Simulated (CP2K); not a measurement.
## As under changes of volume

One of the cells (22.434 Å³/atom); the others are scaled copies at fixed shape and fractional positions:

```
CELL_PARAMETERS angstrom
5.79488 0.00000 0.00000
-4.64537 3.46427 0.00000
0.00000 0.00000 4.47000
ATOMIC_POSITIONS crystal
As 0.39000 0.61000 0.56000
As 0.89000 0.11000 0.94000
As 0.61000 0.39000 0.44000
As 0.11000 0.89000 0.06000
```

This isn't the form of As at room conditions, which is rhombohedral.

| Item | Value |
| --- | --- |
| Program | CP2K 2026.2 |
| Functional | PBEsol |
| Potentials or basis | POTENTIAL_UZH As GTH-PBE-q5; TZVP-MOLOPT-PBE-GTH basis |
| Density cutoff | 6123 eV |
| k mesh | 8 × 8 × 6 |
| Occupations | fermi-dirac, width 0.05 eV |
| Spin | no spin polarisation |

```tsv
volume (Å³/atom)	energy over the lowest point (meV/atom)	pressure (GPa)	gap on the mesh (eV)	largest force (eV/Å)
21.088	?	?	?	?
21.536	24.56	5.4	0.86	0.674
21.985	11.84	3.7	0.88	0.483
22.434	3.80	2.1	0.91	0.307
22.882	0.00	0.6	0.91	0.154
23.331	0.04	-0.7	0.91	0.095
23.780	3.56	-1.9	0.91	0.199
```

Q: What does the run at 21.088 Å³/atom give?

A: Energy over the lowest point 42.47 meV/atom; pressure 7.4 GPa; gap on the mesh 0.83 eV; largest force 0.880 eV/Å.

Worked out: A Birch-Murnaghan fit of order 3 (a polynomial in V^(-2/3)) to the other rows has its minimum at 23.10 Å³/atom with B0 = V·E''(V) = 67 GPa and B' = 4.0 at fixed shape and positions, which overstates the stiffness. It gives 42.40 meV/atom at 21.088 Å³/atom, against the run's 42.47, and -dE/dV = 7.4 GPa, against 7.4. A parabola through the other rows of the gap, of slope 1.87 eV per unit of ln V there, extrapolates to 0.82 eV, against the run's 0.83.

Energies are extrapolated to zero smearing.

Caveats: the potentials were made for another functional, which shifts forces and pressure; the basis of atomic orbitals isn't converged, which shifts pressures, moduli and gaps.

A mesh can miss the band edges. Spin-orbit coupling on As is left out.
